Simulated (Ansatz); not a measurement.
# Sb2Se3 quintuple layer monolayer in a perpendicular field, part 2 of 2

Wanted: the out-of-plane response of the Sb2Se3 quintuple layer monolayer. A positive field points along +c.

Ansatz 0.2.0; plane-wave DFT, PBE-D3(BJ), Ansatz PAW.

So far. Step 2 (Relaxation): The lattice constant a goes from 4.070 to 4.007 Å.

## (3) Atoms held, field 0

A sawtooth potential applies the field, turning back in the middle of the vacuum. With the dipole correction the typed value is the field outside the slab. The induced dipole is small, so the SCF threshold is tight.

The cell differs from the one that the last finished run ended in (c 45.400 → 24.892 Å).

The input, input.yaml:

```yaml
crystal:
  lattice:
    - [4.0073937282, 0.0, 0.0]
    - [-2.0036968641, 3.4705047716, 0.0]
    - [0.0, 0.0, 24.8919624866]
  atoms:
    - { symbol: Se, position: [0.3333333333, 0.6666666667, 0.3615624925] }
    - { symbol: Sb, position: [0.6666666667, 0.3333333333, 0.4244232443] }
    - { symbol: Se, position: [0.0, 0.0, 0.5] }
    - { symbol: Sb, position: [0.3333333333, 0.6666666667, 0.5755767557] }
    - { symbol: Se, position: [0.6666666667, 0.3333333333, 0.6384375075] }
kpoints:
  mp_grid: { grid: [12, 12, 1] }
  band_path:
    path: [[0, 0, 0], [0.5, 0, 0], [0.33333333, 0.33333333, 0], [0, 0, 0]]
    npoints: 16
hamiltonian:
  xc: pbe
  dispersion: d3bj
scf:
  occupations: { method: fermi_dirac, width: 0.02585 }
  convergence: { dr2_threshold: 1.0e-10 }
efield:
  axis: 3
  dipole_correction: true
  ramp_position: 0.97
  ramp_width: 0.06
  amplitude: 0
output:
  dos: { projected: true, e_range: [-6, 5] }
  write_potential: true
  write_density: true
  volumetric_format: npy
  elf: true
```

Started as:

```
$ ansatz run input.yaml --threads 2 --pin off --max-ram 3072MiB --backend cpu --events-out ev --progress --plain --runs-dir out
```

Numbers of over 12 decimals in the logs are rounded to 6 here.

The program printed:

```text
[...]
Crystal: 5 atoms, lattice volume = 346.189 Å³
Basis set: ecut = 420 eV, 6839 PW (Γ)
Bands: 47, of which v1, the nominal top of the filled ones, is band 39 counted from 1 (38 counted from 0)
Symmetry: 6 space group operations
k-points: 19 of 144 (time reversal used)
[...]
SCF iter   1: F=—  HF=-29379.120455 eV  |F-HF|=—  |Δ(HF+E_count)|=         —  Δρ=8.31e-4  dr2=5.14e-3  ethr=1.77e-3  p=0.000 e·Å  D=3.57e-14 V/Å  ΔV_dip=-0.00 eV  dr2_dipole=8.48e-9  V_vac-E_F(+/−)=5.13/5.13 eV  ⟨swp⟩=10.4  Hψ=4077  notcnv=0  defer=1
efield: sawtooth ramp at fractional position 0.9700 (set: `efield.ramp_position`, or a place that a band, a saddle search or an elastic batch's reference lends), width 0.0600; the density the first Hamiltonian is built on has a dipole p = 0.000 e·Å; the dipole correction subtracts the counter field D = 3.57e-14 V/Å, which shifts the + side's vacuum level by -0.00 eV against the − side's; the planar-averaged density in the ramp window peaks in size at 6.3e-6 e/Å³
[...]
SCF iter   2: F=—  HF=-29379.121045 eV  |F-HF|=—  |Δ(HF+E_count)|=   5.90e-4  Δρ=5.43e-4  dr2=4.73e-3  ethr=6.58e-6  p=-0.000 e·Å  D=-1.78e-5 V/Å  ΔV_dip=0.00 eV  dr2_dipole=5.51e-7  V_vac-E_F(+/−)=5.15/5.14 eV  ⟨swp⟩=3.9  Hψ=2341  notcnv=0  defer=27
[...]
SCF iter  11: F=-29379.121062 eV  HF=-29379.121062 eV  |F-HF|=4.18e-10  |Δ(HF+E_count)|=   1.12e-9  Δρ=1.33e-7  dr2=6.37e-11  ethr=1.00e-12  p=-0.000 e·Å  D=-4.32e-8 V/Å  ΔV_dip=0.00 eV  dr2_dipole=2.50e-13  V_vac-E_F(+/−)=5.08/5.08 eV  ⟨swp⟩=10.5  Hψ=2975  notcnv=0
SCF 1 converged in 11 iterations: F = -29379.121062 eV  dr2 = 6.37e-11
[...]
NSCF: frozen V_eff on 49 k-points
efield: sawtooth ramp at fractional position 0.9700 (kept from the solve that this one continues, or follows in the run), width 0.0600; the density the first Hamiltonian is built on has a dipole p = -0.000 e·Å; the dipole correction subtracts the counter field D = -4.32e-8 V/Å, which shifts the + side's vacuum level by +0.00 eV against the − side's; the planar-averaged density in the ramp window peaks in size at 4.6e-6 e/Å³
WARN: The output density's exchange-correlation potential varies sharply where the density is thin. Do not read a vacuum level from v_tot or v_xc, or from such a field of the output density. On a cell that repeats whose density bears no net charge and no dipole along the vacuum's axis use v_es (v_loc + v_h of the components); under efield.dipole_correction with no amplitude use v_es + v_field, which holds any externa [...]
SCF converged after 11 iterations
Free energy (F): -29379.121062 eV
[...]
Internal energy: -29379.121062 eV  (E = F + TS)
E sigma→0 (E₀):  -29379.121062 eV
Entropy (-TS):   -0.000000 eV (-0.000 meV/atom)
Fermi energy:    0.390403 eV
Dipole field:    D = 0.000000 V/Å  (p = 0.000001 e·Å, saw-weighted, corrected)
Work function:   Φ+ = 5.0772 eV   Φ− = 5.0772 eV
Levels:          The Fermi level and band energies are counted from a zero that moves with the ramp; work functions are not
[...]
--- Band table (eV; the first three rows and the last of 19) ---
  k-point 0: bands = [... 35 lower, -1.1239, -1.1239, -1.0067, -0.2385, 0.6585, 1.6277, 1.6277, 2.5209, ... 4 higher]
  k-point 1: bands = [... 35 lower, -1.5714, -1.0624, -0.5657, 0.0293, 1.0504, 1.5052, 1.7467, 2.5147, ... 4 higher]
  k-point 2: bands = [... 35 lower, -1.8318, -1.0403, -0.4686, -0.0773, 1.3647, 2.0013, 2.1142, 2.6067, ... 4 higher]
  k-point 18: bands = [... 35 lower, -2.8619, -1.9370, -0.5693, -0.5693, 1.8261, 2.7592, 2.7592, 4.0125, ... 4 higher]
```

It took 34 s on 2 threads of Arm Neoverse V2, shared host; peak memory 0.83 GiB.

This step gave:

| Property | Result |
| --- | --- |
| dipole along the normal | 8.96e-7 e·Å |
| gap along the path | 0.6059 eV |
| smallest direct gap along the path | 0.8970 eV |
| ionisation energy, upper face | 5.415 eV |
| electron affinity, upper face | 4.809 eV |
| gap, the smaller of path and mesh | 0.6059 eV |

Running mean over a fixed 2.6 Å (it still follows the layers) of the planar mean; the ramp of the sawtooth is left out. The electron's electrostatic potential energy less the Fermi level by z:

z (Å), electron's electrostatic potential energy less the Fermi level (eV) and a bar from the least value:
```
        4       5.08 ##############################
        5       5.08 ##############################
        6       5.04 ##############################
        7       4.42 ############################
        8       1.82 ####################
        9      -1.83 ########
       10      -4.40 
       11      -4.04 #
       12      -2.67 #####
       13      -2.86 #####
       14      -4.13 #
       15      -4.33 
       16      -1.40 #########
       17       2.15 #####################
       18       4.60 #############################
       19       5.05 ##############################
       20       5.08 ##############################
       21       5.08 ##############################
```

The density of states has structure finer than the step of the table below, so its rows give means over 0.25 eV, whole bins alone (the curve runs from -6 to 2.24 eV). Peaks (eV: height): -4.290: 6.67, -2.200: 7.96, -2.000: 33.5, -1.810: 7.16, 1.530: 10.9, 1.640: 13.1, 2.190: 13.4.

The density of states by energy, zero at the Fermi level of the run, which the smearing sets inside the gap; means over each step:

energy (eV), density of states (states/eV a cell) and a bar:
```
    -5.75        0.9 ####
    -5.50        1.8 ########
    -5.25        1.3 #####
    -5.00        1.7 #######
    -4.75        1.6 #######
    -4.50        2.5 ###########
    -4.25        4.1 #################
    -4.00        4.1 #################
    -3.75        4.1 #################
    -3.50        4.2 #################
    -3.25        4.6 ###################
    -3.00        4.8 ####################
    -2.75        4.0 #################
    -2.50        3.2 #############
    -2.25        3.6 ###############
    -2.00        7.2 ##############################
    -1.75        4.1 #################
    -1.50        3.0 ############
    -1.25        1.9 ########
    -1.00        2.5 ##########
    -0.75        4.2 #################
    -0.50        3.5 ##############
    -0.25        0.6 ##
     0.00        0.0 
     0.25        0.0 
     0.50        0.1 #
     0.75        0.3 #
     1.00        2.1 #########
     1.25        3.4 ##############
     1.50        5.2 #####################
     1.75        5.0 #####################
     2.00        3.0 ############
```

Projected DOS per atom over height of the atomic layer and energy from the Fermi level. Layers: Se Sb Se Sb Se from below.

Ten even steps from '0' (0.00 states/eV) to '9' (1.56 states/eV), each cell a mean:
```
58085
59095
47174
13031
00000
00000
00000
62526
42524
31413
50905
91819
52225
74347
85458
54545
54445
44544
12321
12321
12321
00100
```
Columns: height of the atomic layer (Å) from 9 to 15.9 (not evenly spaced); rows upwards: energy from the Fermi level (eV) from -5.96 to 2.23.

The electronic bands at the labelled points (eV, zero at the Fermi level of the run, which the smearing sets inside the gap):

| point | band 36 | band 37 | band 38 | band 39 | band 40 | band 41 | band 42 | band 43 |
| --- | --- | --- | --- | --- | --- | --- | --- | --- |
| Γ | -1.51 | -1.51 | -1.40 | -0.63 | 0.27 | 1.24 | 1.24 | 2.13 |
| halfway | -2.18 | -1.62 | -1.50 | -0.35 | 0.93 | 1.82 | 2.13 | 2.70 |
| M | -2.62 | -1.99 | -1.71 | -0.96 | 0.94 | 1.91 | 1.96 | 2.94 |
| halfway | -3.11 | -2.04 | -1.41 | -0.69 | 1.55 | 1.64 | 2.34 | 3.34 |
| K | -3.25 | -2.33 | -0.96 | -0.96 | 1.44 | 2.37 | 2.37 | 3.62 |
| halfway | -2.52 | -1.78 | -0.80 | -0.62 | 1.41 | 1.66 | 2.17 | 2.61 |
| Γ | -1.51 | -1.51 | -1.40 | -0.63 | 0.27 | 1.24 | 1.24 | 2.13 |

ELF in the ca plane at fractional y = 0.333, with atoms of Sb and Se within 0.2 Å of it. It is the smooth field of the valence electrons, not physical close to the nuclei.

Values, 6 rows by 16 columns, each cell a mean:
```
0.00 0.00 0.00 0.00 0.00 0.03 0.18 0.34 0.34 0.36 0.28 0.18 0.21 0.61 0.77 0.64
0.00 0.00 0.00 0.00 0.00 0.00 0.03 0.19 0.16 0.19 0.24 0.03 0.20 0.63 0.51 0.80
0.00 0.00 0.00 0.00 0.00 0.01 0.04 0.20 0.21 0.25 0.23 0.05 0.19 0.65 0.62 0.78
0.00 0.00 0.00 0.00 0.00 0.05 0.28 0.43 0.37 0.35 0.35 0.27 0.25 0.54 0.71 0.53
0.00 0.00 0.00 0.00 0.01 0.15 0.58 0.67 0.34 0.19 0.62 0.51 0.37 0.29 0.17 0.06
0.00 0.00 0.00 0.00 0.01 0.13 0.53 0.64 0.35 0.22 0.57 0.47 0.35 0.34 0.32 0.15
```
Columns run along c (16.0 Å, from fractional 0.07 to 0.71 of the cell), rows up along a (4.0 Å). Atoms in or near the plane, at fractional coordinates: Sb at (0.42, 0.67), Se at (0.64, 0.67).

Valence density in the ca plane at fractional y = 0.333, with atoms of Sb and Se within 0.2 Å of it. It is the smooth field of the valence electrons, not physical close to the nuclei.

Ten steps, logarithmic in the rise over the least value, from '0' (0 e/Å³) to '9' (32 e/Å³), each cell a mean:
```
00000000000000000000011111100000000011111000
00000000000000000000011343210000000012343100
00000000000000000000012577410000000013786210
00000000000000000000013688420000000124997310
00000000000000000000012576310000000013675210
00000000000000000000011233210000000012332100
00000000000000000000011111100000000011111000
00000000000000000000111000001111011110000000
00000000000000000001111000001111111110000000
00000000000000000001111000001111111110000000
00000000000000000000111000000111001110000000
```
Columns run along c (16.0 Å, from fractional 0.07 to 0.71 of the cell), rows up along a (4.0 Å). Atoms in or near the plane, at fractional coordinates: Sb at (0.42, 0.67), Se at (0.64, 0.67).

Electrostatic potential energy in the ca plane at fractional y = 0.333, with atoms of Sb and Se within 0.2 Å of it. With pseudopotentials it is smooth inside the atoms' cores, unlike the true potential.

Ten even steps from '0' (-25 eV) to '9' (5 eV), each cell a mean:
```
99999999999999999999887544688999988887667899
99999999999999999999874100268999999874222689
99999999999999999999861000047999999861453389
99999999999999999999850000037999999852564379
99999999999999999999862000048999999862342489
99999999999999999999875100368999998875223799
99999999999999999999887655788999888888767899
99999999999999999998888888888888877778899999
99999999999999999998788899988778876678999999
99999999999999999998788889988888876678999999
99999999999999999998888888888888877778889999
```
Columns run along c (16.0 Å, from fractional 0.07 to 0.71 of the cell; values clipped at the 3rd and 97th percentile), rows up along a (4.0 Å). Atoms in or near the plane, at fractional coordinates: Sb at (0.42, 0.67), Se at (0.64, 0.67).

The gap is 0.61 eV, with the valence edge 5.41 eV and the conduction edge 4.81 eV under the upper vacuum level. Spin-orbit coupling, left out in this run, matters for the bands of elements this heavy.

## (4) Atoms held, field 0.1 V/Å

input.yaml, as its differences from that of step 3:

```diff
@@ -27,5 +27,4 @@
   ramp_width: 0.06
-  amplitude: 0
+  amplitude: 0.1
 output:
-  dos: { projected: true, e_range: [-6, 5] }
   write_potential: true
@@ -33,2 +32 @@
   volumetric_format: npy
-  elf: true
```

The program printed:

```text
[...]
Crystal: 5 atoms, lattice volume = 346.189 Å³
Basis set: ecut = 420 eV, 6839 PW (Γ)
Bands: 47, of which v1, the nominal top of the filled ones, is band 39 counted from 1 (38 counted from 0)
Symmetry: 6 space group operations
k-points: 19 of 144 (time reversal used)
[...]
k-point 0: bands = [... 35 lower, -1.1243, -1.1243, -1.0073, -0.2388, 0.6581, 1.6272, 1.6272, 2.5204, ... 4 higher]
  k-point 1: bands = [... 35 lower, -1.5718, -1.0628, -0.5663, 0.0290, 1.0499, 1.5047, 1.7462, 2.5142, ... 4 higher]
  k-point 2: bands = [... 35 lower, -1.8322, -1.0407, -0.4691, -0.0777, 1.3642, 2.0009, 2.1136, 2.6062, ... 4 higher]
  k-point 18: bands = [... 35 lower, -2.8568, -1.9375, -0.5700, -0.5695, 1.8256, 2.7572, 2.7601, 4.0120, ... 4 higher]
[key lines of the parts left out:]
SCF converged after 16 iterations
Free energy (F): -29379.124494 eV
Fermi energy:    0.389999 eV
Dipole field:    D = 0.035867 V/Å  (p = 0.068620 e·Å, saw-weighted, corrected)
```

The job ended after 37 s (2 threads; peak memory 0.71 GiB).

The dipole is 0.0686 e·Å, and the gap 0.606 eV.

## (5) Atoms held, field -0.1 V/Å

input.yaml, as its differences from that of step 4:

```diff
@@ -27,3 +27,3 @@
   ramp_width: 0.06
-  amplitude: 0.1
+  amplitude: -0.1
 output:
```

The program printed:

```text
[...]
Crystal: 5 atoms, lattice volume = 346.189 Å³
Basis set: ecut = 420 eV, 6839 PW (Γ)
Bands: 47, of which v1, the nominal top of the filled ones, is band 39 counted from 1 (38 counted from 0)
Symmetry: 6 space group operations
k-points: 19 of 144 (time reversal used)
[...]
k-point 0: bands = [... 35 lower, -1.1243, -1.1243, -1.0073, -0.2388, 0.6581, 1.6272, 1.6272, 2.5204, ... 4 higher]
  k-point 1: bands = [... 35 lower, -1.5718, -1.0628, -0.5663, 0.0290, 1.0499, 1.5047, 1.7462, 2.5142, ... 4 higher]
  k-point 2: bands = [... 35 lower, -1.8322, -1.0407, -0.4691, -0.0777, 1.3642, 2.0009, 2.1136, 2.6062, ... 4 higher]
  k-point 18: bands = [... 35 lower, -2.8568, -1.9375, -0.5700, -0.5695, 1.8256, 2.7572, 2.7601, 4.0120, ... 4 higher]
[key lines of the parts left out:]
SCF converged after 16 iterations
Free energy (F): -29379.124494 eV
Fermi energy:    0.389998 eV
Dipole field:    D = -0.035865 V/Å  (p = -0.068616 e·Å, saw-weighted, corrected)
```

The job ended after 37 s (2 threads; peak memory 0.72 GiB).

The dipole is -0.0686 e·Å, and the gap 0.606 eV.

## (6) Response, atoms held

This step: plane-wave DFT, PBE-D3(BJ), Ansatz PAW; response to a field along the normal, atoms held (Ansatz 0.2.0).

The dipoles give the slope, and the difference of two potentials shows where the field is screened.

Numbers from this step:

* equivalent conductor thickness p/(ε₀AE): 8.928 Å
* distance between the outer atoms: 6.892 Å

The dipole of the cell by applied field:

| applied field (V/Å) | dipole of the cell (e·Å) |
| --- | --- |
| -0.1000 | -0.0686 |
| 0.0000 | 9.0e-7 |
| 0.1000 | 0.0686 |

Local field over the applied field, running mean. From the potentials at -0.1 and 0.1 V/Å; running mean over 2.5 Å. The local field over applied field by z:

| z (Å) | local field over applied field |
| --- | --- |
| 5 | 0.996 |
| 6 | 0.966 |
| 7 | 0.811 |
| 8 | 0.482 |
| 9 | 0.154 |
| 10 | 0.0269 |
| 11 | 0.0195 |
| 12 | 0.0275 |
| 13 | 0.0278 |
| 14 | 0.0181 |
| 15 | 0.0318 |
| 16 | 0.183 |
| 17 | 0.521 |
| 18 | 0.838 |
| 19 | 0.973 |
| 20 | 0.997 |

Electrons, planar mean, per unit field. The induced electron density by z:

| z (Å) | induced electron density (e/Å³ per V/Å) |
| --- | --- |
| 4.5 | 5.9e-6 |
| 5.0 | 1.8e-5 |
| 5.5 | 5.5e-5 |
| 6.0 | 1.6e-4 |
| 6.5 | 4.3e-4 |
| 7.0 | 0.00109 |
| 7.5 | 0.00235 |
| 8.0 | 0.00341 |
| 8.5 | 0.00211 |
| 9.0 | 9.7e-4 |
| 9.5 | 7.2e-4 |
| 10.0 | -2.0e-4 |
| 10.5 | -5.0e-4 |
| 11.0 | 3.4e-5 |
| 11.5 | 1.1e-4 |
| 12.0 | 1.1e-4 |
| 12.5 | -3.1e-5 |
| 13.0 | -1.1e-4 |
| 13.5 | -9.0e-5 |
| 14.0 | 3.5e-5 |
| 14.5 | 5.7e-4 |
| 15.0 | -3.2e-5 |
| 15.5 | -7.7e-4 |
| 16.0 | -0.00115 |
| 16.5 | -0.00250 |
| 17.0 | -0.00333 |
| 17.5 | -0.00204 |
| 18.0 | -8.9e-4 |
| 18.5 | -3.5e-4 |
| 19.0 | -1.3e-4 |
| 19.5 | -4.3e-5 |
| 20.0 | -1.4e-5 |
| 20.5 | -4.6e-6 |

The smaller of the gaps on the path and on the k-mesh, counted as 0 under 0.03 eV. The gap stays at 0.606 eV for applied field from -0.1 to 0.1 V/Å.

By hand: between -0.1 and 0.1 V/Å the dipole changes by 0.1372 e·Å, a slope of 0.6862 e·Å²/V. A perfect conductor of thickness t has p = ε₀AEt, so t = 180.95 × 0.6862 / 13.908 = 8.93 Å (e/ε₀ = 180.95 V·Å, A in Å²).

The induced dipole is that of a conductor 8.93 Å thick.

## (7) What came out

* gap without field: 0.606 eV
* ionisation energy, upper face: 5.41 eV
* electron affinity, upper face: 4.81 eV
* equivalent conductor thickness, atoms held: 8.93 Å

**Reading.** The induced dipole equals that of a perfect conductor 8.93 Å thick, while the outer atoms lie 6.89 Å apart; an out-of-plane ε follows only once a thickness t is chosen, by 1 − 1/ε = 8.93 Å / t. The gap stays within 0.01 eV of 0.61 eV over the fields run, up to 0.1 V/Å in size. Semilocal functionals give gaps that are too small, and excitons are not included. Spin-orbit coupling is left out, which matters for the bands of elements this heavy.

[Logs are printed without paths, hosts, clocks, repeated set-up lines and the standing remarks that a program may print on its own settings, such as how far it seeks lower states.]

[Hosts, paths, dates, database ids (printed as entryN), source tags and the programs' standing remarks are cut or masked in the printed files.]

[Maps of the electrostatic potential energy from Ansatz leave out the sawtooth potential of an applied field or a dipole correction, so their vacuum need not be flat; planar profiles and work functions include it.]

[The density of states shown here was stored with 400 of the rows of the run's finer table, so its peaks can read low, often by over a quarter, or be missed, and its means over a window can be off by a tenth or more.]
